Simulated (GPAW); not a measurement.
# TePb (Fm-3m) in GPAW: a series of runs

The runs below take TePb through single point, with PBE, LDA.

Everything below comes from runs of GPAW 26.7.0. Logs are shortened: lines on timing, memory, paths and dates and some standing lists are left out, and cuts for length are marked. The log counts tension as positive stress, the text compression.

**Measured values to compare with.**

From a printed reference work, monograph, for a bulk crystal of TePb at 4.2 K: band gap 0.19 eV (direct).

How close the calculation comes is told below.

### 1 Starting point

Symmetry: Fm-3m, No. 225, cubic system. The conventional cell has a = 6.462 Å, b = 6.462 Å, c = 6.462 Å, α = 90.00°, β = 90.00°, γ = 90.00°. Pb (site symmetry m-3m) has 6 Te at 3.23 Å as nearest neighbours. Te (site symmetry m-3m) is surrounded by 6 Pb at 3.23 Å.

### 2 Single point, PBE

run.py reads:

```python
from ase.dft.bandgap import bandgap
from ase.io import write
from ase.spacegroup import crystal
from ase.units import GPa
from gpaw import GPAW, PW

# Pb 4a
# Te 4b
atoms = crystal(['Pb', 'Te'],
                basis=[[0.0, 0.0, 0.0],
                       [0.5, 0.0, 0.0]],
                spacegroup=225, setting=1,  # Fm-3m
                cellpar=[6.462, 6.462, 6.462, 90.0, 90.0, 90.0],
                primitive_cell=True)

calc = GPAW(mode=PW(500),
            xc='PBE',
            kpts={'size': (6, 6, 6), 'gamma': True},
            occupations={'name': 'fermi-dirac', 'width': 0.01},
            setups={'Te': '16'},
            nbands=-9,
            convergence={'density': 1e-05, 'energy': 1e-05},
            maxiter=150,
            txt='gpaw.txt')
atoms.calc = calc
energy = atoms.get_potential_energy()
forces = atoms.get_forces()
stress = atoms.get_stress()
calc.write('gs.gpw')
write('result.traj', atoms)
print(f'Energy: {energy:.6f} eV')
print('Forces (eV/A):')
print(forces.round(4))
print('Stress (GPa):', (stress / GPa).round(3))
print('Fermi level:', round(calc.get_fermi_level(), 4), 'eV')
print(f'Gap: {bandgap(calc)[0]:.4f} eV, direct: {bandgap(calc, direct=True)[0]:.4f} eV')
```

Potentials or basis: GPAW PAW data sets (gpaw-data 1.2.1), other valence, pw.

Run with:

```console
$ OMP_NUM_THREADS=1 python run.py
```

gpaw.txt:

```text
__  _  _
 | _ |_)|_||  |
 |__||  | ||/\| - 26.7.0

Input parameters:
  mode=PW(ecut=500.0),
  convergence={'density': 1e-05, 'energy': 1e-05},
  kpts=MonkhorstPack(size=(6, 6, 6), gamma=True),
  maxiter=150,
  nbands=-9,
  occupations=Occupations(name='fermi-dirac', width=0.01),
  setups={'Te': '16'},
  xc=XC(name='PBE')

Diagonalizing LCAO Hamiltonian
Converting LCAO to pw mode

                 Te

       Pb

Atoms  # Å, Bohr magnetons
|   | symbol |        x |        y |        z |    initial magnetic moments |
|---|--------|----------|----------|----------|-----------------------------|
| 0 |     Pb | 0.000000 | 0.000000 | 0.000000 | ( 0.0000,  0.0000,  0.0000) |
| 1 |     Te | 3.231000 | 3.231000 | 3.231000 | ( 0.0000,  0.0000,  0.0000) |

Unit cell  # Å
| periodic |        x |        y |        z |  lengths |    angles |
|----------|----------|----------|----------|----------|-----------|
|      yes | 0.000000 | 3.231000 | 3.231000 | 4.569324 | 60.000000 |
|      yes | 3.231000 | 0.000000 | 3.231000 | 4.569324 | 60.000000 |
|      yes | 3.231000 | 3.231000 | 0.000000 | 4.569324 | 60.000000 |

Number of symmetries: 48
Symmetry operations  # r_c * U_cc + t_c -> r_c
|    | kind |            matrix            |
|----|------|------------------------------|
|  0 |  σ   |  1, 0, 0,  1, 0,-1,  1,-1, 0 |
|  1 |  C2  |  1, 0, 0,  1,-1, 0,  1, 0,-1 |
|  2 |  E   |  1, 0, 0,  0, 1, 0,  0, 0, 1 |
|  3 |  σ   |  1, 0, 0,  0, 0, 1,  0, 1, 0 |
|  4 |  C4  |  1, 0,-1,  1, 0, 0,  1,-1, 0 |
|  5 |  S6  |  1, 0,-1,  1,-1, 0,  1, 0, 0 |
|  6 |  σ   |  1, 0,-1,  0, 1,-1,  0, 0,-1 |
|  7 |  C3  |  1, 0,-1,  0, 0,-1,  0, 1,-1 |
|  8 |  S6  |  1,-1, 0,  1, 0, 0,  1, 0,-1 |
|  9 |  C4  |  1,-1, 0,  1, 0,-1,  1, 0, 0 |
| 10 |  C3  |  1,-1, 0,  0,-1, 1,  0,-1, 0 |
| 11 |  σ   |  1,-1, 0,  0,-1, 0,  0,-1, 1 |
| 12 |  σ   |  0, 1, 0,  1, 0, 0,  0, 0, 1 |
| 13 |  C4  |  0, 1, 0,  0, 1,-1, -1, 1, 0 |
| 14 |  C3  |  0, 1, 0,  0, 0, 1,  1, 0, 0 |
| 15 |  S6  |  0, 1, 0, -1, 1, 0,  0, 1,-1 |
| 16 |  C2  |  0, 1,-1,  1, 0,-1,  0, 0,-1 |
| 17 |  σ   |  0, 1,-1,  0, 1, 0, -1, 1, 0 |
| 18 |  S4  |  0, 1,-1,  0, 0,-1,  1, 0,-1 |
| 19 |  C4  |  0, 1,-1, -1, 1, 0,  0, 1, 0 |
| 20 |  C3  |  0, 0, 1,  1, 0, 0,  0, 1, 0 |
| 21 |  σ   |  0, 0, 1,  0, 1, 0,  1, 0, 0 |
| 22 |  S6  |  0, 0, 1,  0,-1, 1, -1, 0, 1 |
| 23 |  C4  |  0, 0, 1, -1, 0, 1,  0,-1, 1 |
| 24 |  S4  |  0, 0,-1,  1, 0,-1,  0, 1,-1 |
| 25 |  C3  |  0, 0,-1,  0, 1,-1,  1, 0,-1 |
| 26 |  C2  |  0, 0,-1,  0,-1, 0, -1, 0, 0 |
| 27 |  S6  |  0, 0,-1, -1, 0, 0,  0,-1, 0 |
| 28 |  S4  |  0,-1, 1,  1,-1, 0,  0,-1, 0 |
| 29 |  C4  |  0,-1, 1,  0, 0, 1, -1, 0, 1 |
| 30 |  C2  |  0,-1, 1,  0,-1, 0,  1,-1, 0 |
| 31 |  σ   |  0,-1, 1, -1, 0, 1,  0, 0, 1 |
| 32 |  C3  |  0,-1, 0,  1,-1, 0,  0,-1, 1 |
| 33 |  S6  |  0,-1, 0,  0, 0,-1, -1, 0, 0 |
| 34 |  S4  |  0,-1, 0,  0,-1, 1,  1,-1, 0 |
| 35 |  C2  |  0,-1, 0, -1, 0, 0,  0, 0,-1 |
| 36 |  C2  | -1, 1, 0,  0, 1, 0,  0, 1,-1 |
| 37 |  S6  | -1, 1, 0,  0, 1,-1,  0, 1, 0 |
| 38 |  S4  | -1, 1, 0, -1, 0, 1, -1, 0, 0 |
| 39 |  C3  | -1, 1, 0, -1, 0, 0, -1, 0, 1 |
| 40 |  S6  | -1, 0, 1,  0, 0, 1,  0,-1, 1 |
| 41 |  C2  | -1, 0, 1,  0,-1, 1,  0, 0, 1 |
| 42 |  C3  | -1, 0, 1, -1, 1, 0, -1, 0, 0 |
| 43 |  S4  | -1, 0, 1, -1, 0, 0, -1, 1, 0 |
| 44 |  C2  | -1, 0, 0,  0, 0,-1,  0,-1, 0 |
| 45 |  i   | -1, 0, 0,  0,-1, 0,  0, 0,-1 |
| 46 |  σ   | -1, 0, 0, -1, 1, 0, -1, 0, 1 |
| 47 |  C2  | -1, 0, 0, -1, 0, 1, -1, 1, 0 |

BZ-sampling:
  Number of BZ points: 216
  Number of IBZ points: 16

  Monkhorst-Pack size: [6, 6, 6]
  Monkhorst-Pack shift: [0.08333333333333333, 0.08333333333333333, 0.08333333333333333]

K-points  # in reciprocal-cell coordinates
|     |                                coordinates |     weight |
|-----|--------------------------------------------|------------|
|   0 | (  0.00000000,   0.00000000,   0.00000000) | 0.00462963 |
|   1 | (  0.16666667,   0.16666667,   0.00000000) | 0.02777778 |
|   2 | (  0.16666667,   0.16666667,   0.16666667) | 0.03703704 |
|   3 | (  0.33333333,   0.16666667,   0.16666667) | 0.05555556 |
|   4 | (  0.33333333,   0.33333333,  -0.33333333) | 0.05555556 |
|   5 | (  0.33333333,   0.33333333,   0.00000000) | 0.02777778 |
|   6 | (  0.33333333,   0.33333333,   0.16666667) | 0.11111111 |
|   7 | (  0.33333333,   0.33333333,   0.33333333) | 0.03703704 |
|   8 | (  0.50000000,   0.33333333,  -0.33333333) | 0.11111111 |
|   9 | (  0.50000000,   0.33333333,  -0.16666667) | 0.05555556 |
| ... |                                            |            |
|  15 | (  0.50000000,   0.50000000,   0.50000000) | 0.01851852 |

Plane wave coefficients: 1736
Cutoff: 500.0 eV

Spin-components: 1 (collinear spins)
Bands:           24
Projectors:      12
Spin-degeneracy: 2
Datatype:        complex128

Density:
  Valence electrons: 30.0
  Components: 1
  Grid points: [24 24 24]
  Charge: 0.0  # |e|

Potential:
  Grid points: [24 24 24]

species:
  Pb:
    name:    Lead
    Z:       82.0
    valence: 14
    core:    68
    charge:  0.0  # [|e|]
    compensation charges:
      type: gauss
      rc: 0.38  # [Å]
      lmax: 2
    cutoffs:
      filter: 2.36  # [Å]
      core: 2.43  # [Å]
    projectors
    | kind |    occ | energy [eV] | rcut [Å] |
    |------|--------|-------------|----------|
    |   6s |  2.000 |     -11.969 |    1.259 |
    |   6p |  2.000 |      -3.506 |    1.275 |
    |   5d | 10.000 |     -21.211 |    1.217 |
    |    s |        |      15.243 |    1.259 |
    |    p |        |      23.705 |    1.275 |
    |    d |        |       6.001 |    1.217 |

    Using partial waves for Pb as LCAO basis

  Te:
    name:    Tellurium
    Z:       52.0
    valence: 16
    core:    36
    charge:  0.0  # [|e|]
    compensation charges:
      type: gauss
      rc: 0.37  # [Å]
      lmax: 2
    cutoffs:
      filter: 2.06  # [Å]
      core: 2.12  # [Å]
    projectors
    | kind |    occ | energy [eV] | rcut [Å] |
    |------|--------|-------------|----------|
    |   5s |  2.000 |     -15.088 |    1.164 |
    |   5p |  4.000 |      -5.955 |    1.164 |
    |   4d | 10.000 |     -41.660 |    1.164 |
    |    s |        |      12.123 |    1.164 |
    |    p |        |      21.256 |    1.164 |
    |    d |        |     -14.449 |    1.164 |

    Using partial waves for Te as LCAO basis

Reference energy: -752065.146801  # eV

eigensolver:
  PPCG
  Converge bands: occupied
  niter=2

density mixing:
  MSR1-Mixer
  Pratt-step length: 0.05
  Maximum mixing coefficient: 0.75
  Old densities: 10
  SVD Regularization: 0.005
  Good broyden scale: 1.0
  Trust region scale: 1.0
  Backstep threshold: 4.0
  History deletion threshold: 6.0
  Fourier metric: weight=20.0, sigma=0.015

occupation numbers:
  Fermi-Dirac:
    width: 0.0100  # eV

poisson solver:
  ecut: 4000.0  # eV

xc functional:
  name: PBE with 2 nearest neighbor stencil

convergence criteria:
- Maximum integral of absolute [dens]ity change: 1e-05 electrons / valence electron
- Maximum [total energy] change in last 3 cyles: 1e-05 eV / valence electron
- Maximum integral of absolute [eigenst]ate change: 4e-08 eV^2 / valence electron
maximum number of iterations: 150

SCF iterations
|iter     | |      energy | eigst |  dens |
|---------|-|-------------|-------|-------|
|iter:   1| |   -7.789032 | -0.45 |       |
|iter:   2| |   -7.766010 | -2.39 | -1.53 |
|iter:   3| |   -7.681815 | -2.29 | -1.57 |
|iter:   4| |   -7.683323 | -3.93 | -2.18 |
|iter:   5| |   -7.683773 | -4.48 | -2.64 |
|iter:   6| |   -7.683792 | -5.70 | -3.41 |
|iter:   7| |   -7.683793c| -7.08 | -4.30 |
|iter:   8| |   -7.683793c| -7.64c| -4.68 |
|iter:   9| |   -7.683793c| -8.18c| -5.62c|

Converged in 9 steps
Energy contributions relative to reference atoms: (reference = -752065.146801)

Energy contributions:
  Kinetic:          18.684834
  Coulomb:         -18.731397
  Zero:             -0.097343
  External:          0.000000
  Xc:               -7.539886
  Entropy:          -0.000000
  Spinorbit:         0.000000
  ----------------------------
  Free energy:      -7.683793
  Extrapolated:     -7.683793

dipole moment: (-27.305445, -27.305445, -27.305445)  # |e|*Ang

Fermi level: 6.138
Eigenvalues  # (at kpt = [0.000, 0.000, 0.000])
| band index |      eig [eV] | occ [0-2] |
|------------|---------------|-----------|
|          0 |       -30.492 |     2.000 |
|        ... |               |           |
|          7 |       -11.037 |     2.000 |
|          8 |       -11.037 |     2.000 |
|          9 |       -11.037 |     2.000 |
|         10 |        -6.328 |     2.000 |
|         11 |         0.145 |     2.000 |
|         12 |         4.311 |     2.000 |
[... 9 lines left out ...]
|         22 |        13.401 |     0.000 |
|         23 |        13.405 |     0.000 |

Gap: 0.653 eV
Transition (v -> c):
  (s=0, k=15, n=14, [0.50, 0.50, 0.50]) -> (s=0, k=15, n=15, [0.50, 0.50, 0.50])
No difference between direct/indirect transitions

Forces  # eV/Ang
|       x |        y |        z |
|---------|----------|----------|
| 0.00000 | -0.00000 | -0.00000 |  # Pb   0
| 0.00000 | -0.00000 | -0.00000 |  # Te   1

Stress tensor  # eV/Ang^3
|         x |         y |         z |
|-----------|-----------|-----------|
| -0.008664 | -0.000000 | -0.000000 |
| -0.000000 | -0.008664 |  0.000000 |
| -0.000000 |  0.000000 | -0.008664 |

# Writing to gs.gpw (mode='')
```

It took 15 s on 1 thread of Arm Neoverse V1, shared host; peak memory 0.16 GiB.

Results:

```yaml
Free_energy: -7.6838 eV
Pressure: 1.4 GPa
Band_gap_on_the_k_mesh: 0.65 eV, direct
```

Caveat: the cutoff is short for stress and forces, so pressures can be off by a GPa or more; spin-orbit coupling is left out, which as a rule narrows the gap of such compounds by several tenths of an eV.

### 3 Single point, LDA

Edit run.py of step 2 so:

```diff
@@ -1,4 +1,4 @@
+from ase import Atoms
 from ase.dft.bandgap import bandgap
 from ase.io import write
-from ase.spacegroup import crystal
 from ase.units import GPa
@@ -6,13 +6,12 @@
 
-# Pb 4a
-# Te 4b
-atoms = crystal(['Pb', 'Te'],
-                basis=[[0.0, 0.0, 0.0],
-                       [0.5, 0.0, 0.0]],
-                spacegroup=225, setting=1,  # Fm-3m
-                cellpar=[6.462, 6.462, 6.462, 90.0, 90.0, 90.0],
-                primitive_cell=True)
+atoms = Atoms(['Pb', 'Te'],
+              cell=[[0.0, 3.231, 3.231],
+                    [3.231, 0.0, 3.231],
+                    [3.231, 3.231, 0.0]],
+              scaled_positions=[[0.0, 0.0, 0.0],
+                                [0.5, 0.5, 0.5]],
+              pbc=True)
 
-calc = GPAW(mode=PW(500),
-            xc='PBE',
+calc = GPAW(mode=PW(450),
+            xc='LDA',
             kpts={'size': (6, 6, 6), 'gamma': True},
```

Potentials or basis: the program's PAW data sets (release 1.2.1) made for this functional, other valence, pw.

Run with:

```console
$ OMP_NUM_THREADS=1 python run.py
```

gpaw.txt:

```text
__  _  _
 | _ |_)|_||  |
 |__||  | ||/\| - 26.7.0

Input parameters:
  mode=PW(ecut=450.00000000000006),
  convergence={'density': 1e-05, 'energy': 1e-05},
  kpts=MonkhorstPack(size=(6, 6, 6), gamma=True),
  maxiter=150,
  nbands=-9,
  occupations=Occupations(name='fermi-dirac', width=0.01),
  setups={'Te': '16'},
  xc=XC(name='LDA')

Diagonalizing LCAO Hamiltonian
Converting LCAO to pw mode

                 Te

       Pb

Atoms  # Å, Bohr magnetons
|   | symbol |        x |        y |        z |    initial magnetic moments |
|---|--------|----------|----------|----------|-----------------------------|
| 0 |     Pb | 0.000000 | 0.000000 | 0.000000 | ( 0.0000,  0.0000,  0.0000) |
| 1 |     Te | 3.231000 | 3.231000 | 3.231000 | ( 0.0000,  0.0000,  0.0000) |

Unit cell  # Å
| periodic |        x |        y |        z |  lengths |    angles |
|----------|----------|----------|----------|----------|-----------|
|      yes | 0.000000 | 3.231000 | 3.231000 | 4.569324 | 60.000000 |
|      yes | 3.231000 | 0.000000 | 3.231000 | 4.569324 | 60.000000 |
|      yes | 3.231000 | 3.231000 | 0.000000 | 4.569324 | 60.000000 |

Number of symmetries: 48
Symmetry operations  # r_c * U_cc + t_c -> r_c
|    | kind |            matrix            |
|----|------|------------------------------|
|  0 |  σ   |  1, 0, 0,  1, 0,-1,  1,-1, 0 |
|  1 |  C2  |  1, 0, 0,  1,-1, 0,  1, 0,-1 |
|  2 |  E   |  1, 0, 0,  0, 1, 0,  0, 0, 1 |
|  3 |  σ   |  1, 0, 0,  0, 0, 1,  0, 1, 0 |
|  4 |  C4  |  1, 0,-1,  1, 0, 0,  1,-1, 0 |
|  5 |  S6  |  1, 0,-1,  1,-1, 0,  1, 0, 0 |
|  6 |  σ   |  1, 0,-1,  0, 1,-1,  0, 0,-1 |
|  7 |  C3  |  1, 0,-1,  0, 0,-1,  0, 1,-1 |
[... 166 lines left out ...]
maximum number of iterations: 150

SCF iterations
|iter     | |      energy | eigst |  dens |
|---------|-|-------------|-------|-------|
|iter:   1| |   -9.063194 | -0.46 |       |
|iter:   2| |   -9.039827 | -2.49 | -1.55 |
|iter:   3| |   -8.948849 | -2.42 | -1.59 |
|iter:   4| |   -8.947943 | -4.21 | -2.20 |
|iter:   5| |   -8.947914 | -4.83 | -2.70 |
|iter:   6| |   -8.947917c| -6.11 | -3.52 |
|iter:   7| |   -8.947917c| -7.44c| -4.42 |
|iter:   8| |   -8.947917c| -7.85c| -4.75 |
|iter:   9| |   -8.947917c| -8.58c| -5.69c|

Converged in 9 steps
Energy contributions relative to reference atoms: (reference = -751608.429781)

Energy contributions:
  Kinetic:          14.005057
  Coulomb:         -14.541978
  Zero:             -0.090963
  External:          0.000000
  Xc:               -8.320034
  Entropy:          -0.000000
  Spinorbit:         0.000000
  ----------------------------
  Free energy:      -8.947917
  Extrapolated:     -8.947917

dipole moment: (-27.415606, -27.415606, -27.415606)  # |e|*Ang

Fermi level: 5.723
Eigenvalues  # (at kpt = [0.000, 0.000, 0.000])
| band index |      eig [eV] | occ [0-2] |
|------------|---------------|-----------|
|          0 |       -30.711 |     2.000 |
|        ... |               |           |
|          7 |       -11.268 |     2.000 |
|          8 |       -11.268 |     2.000 |
|          9 |       -11.268 |     2.000 |
|         10 |        -6.720 |     2.000 |
|         11 |        -0.343 |     2.000 |
|         12 |         3.992 |     2.000 |
[... 9 lines left out ...]
|         22 |        12.875 |     0.000 |
|         23 |        13.135 |     0.000 |

Gap: 0.577 eV
Transition (v -> c):
  (s=0, k=15, n=14, [0.50, 0.50, 0.50]) -> (s=0, k=15, n=15, [0.50, 0.50, 0.50])
No difference between direct/indirect transitions

Forces  # eV/Ang
|        x |       y |        z |
|----------|---------|----------|
|  0.00000 | 0.00000 | -0.00000 |  # Pb   0
| -0.00000 | 0.00000 | -0.00000 |  # Te   1

Stress tensor  # eV/Ang^3
|         x |         y |         z |
|-----------|-----------|-----------|
|  0.016888 | -0.000000 | -0.000000 |
| -0.000000 |  0.016888 | -0.000000 |
| -0.000000 | -0.000000 |  0.016888 |

# Writing to gs.gpw (mode='')
```

stdout:

```text
Energy: -8.947917 eV
Forces (eV/A):
[[ 0.  0. -0.]
 [-0.  0. -0.]]
Stress (GPa): [ 2.706  2.706  2.706 -0.    -0.    -0.   ]
Fermi level: 5.7234 eV
Gap: 0.5770 eV, direct: 0.5770 eV
```

It took 12 s on 1 thread of Arm Neoverse V1, shared host; peak memory 0.15 GiB.

Results:

* Free energy: -8.9479 eV
* Pressure: -2.7 GPa
* Band gap on the k mesh: 0.58 eV, direct

Caveat: the cutoff is short for stress and forces, so pressures can be off by a GPa or more; spin-orbit coupling is left out, which as a rule narrows the gap of such compounds by several tenths of an eV.

### 4 Comparison with measurements

Step 2. Measured gap of TePb: 0.19 eV (direct; 4.2 K; a printed reference work, monograph). This calculation gives 0.65 eV (+0.46 eV). Spin-orbit coupling on Pb, Te is left out. The value is that of PBE on a finite k mesh, which can miss the band edges, without temperature or zero-point motion.

Step 3. A measured gap of TePb is 0.19 eV (direct; 4.2 K; a printed reference work, monograph); the calculated 0.58 eV misses it by +0.39 eV. Spin-orbit coupling on Pb, Te is left out. The value is that of LDA on a finite k mesh, which can miss the band edges, without temperature or zero-point motion.
